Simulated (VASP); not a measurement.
Here is a VASP 6.6.1 calculation.

File INCAR:

```
SYSTEM = Lu
PREC     = Accurate       ! precision mode
ENCUT    = 600            ! plane-wave cutoff, eV
EDIFF    = 1E-7           ! SCF threshold, eV
ISMEAR   = 1              ! smearing method
SIGMA    = 0.1            ! smearing width, eV
LREAL    = .FALSE.        ! projectors in reciprocal space
LASPH    = .TRUE.         ! aspherical terms in the spheres
NELM     = 80             ! most SCF steps
ALGO     = Normal         ! electronic algorithm
ISIF     = 4              ! what is computed and relaxed
LWAVE    = .FALSE.        ! write WAVECAR
LCHARG   = .FALSE.        ! write CHGCAR
GGA      = PE             ! functional
IVDW     = 12             ! dispersion correction
IBRION   = 2              ! ionic algorithm
NSW      = 40             ! ionic steps
EDIFFG   = -0.01          ! ionic threshold
```

Contents of KPOINTS:

```
Automatic mesh
0
G
  12 12 7
  0 0 0
```

Contents of POSCAR:

```
Lu                                      
1.0
    3.3932702445      0.0000000000      0.0000000000
   -1.6966351222      2.9386582337     -0.0000000000
   -0.0000000000      0.0000000000      5.2797565068
  Lu            
     2
Direct
     0.3333333332999970    0.6666666667000030    0.2500000000000000
     0.6666666667000030    0.3333333332999970    0.7500000000000000
```

Potentials or basis: VASP PAW PBE potentials, release 64 (Lu).

The run is started by

```bash
$ cat potpaw_PBE.64/Lu/POTCAR > POTCAR
$ mpirun -np 1 vasp_std > vasp.out
```

Question: Estimate the band gap on the k mesh.

Answer: None (metal or under the smearing width).

Question: Predict the dispersion energy per atom.

Answer: -0.392 eV.

Final structure:
```
CELL_PARAMETERS angstrom
3.39327 0.00000 0.00000
-1.69664 2.93866 0.00000
0.00000 0.00000 5.27976
ATOMIC_POSITIONS crystal
Lu 0.33333 0.66667 0.25000
Lu 0.66667 0.33333 0.75000
```

Caveat: the relaxation stopped at its first step, so nothing moved. The run has no spin-orbit coupling, so splittings on Lu are missing.
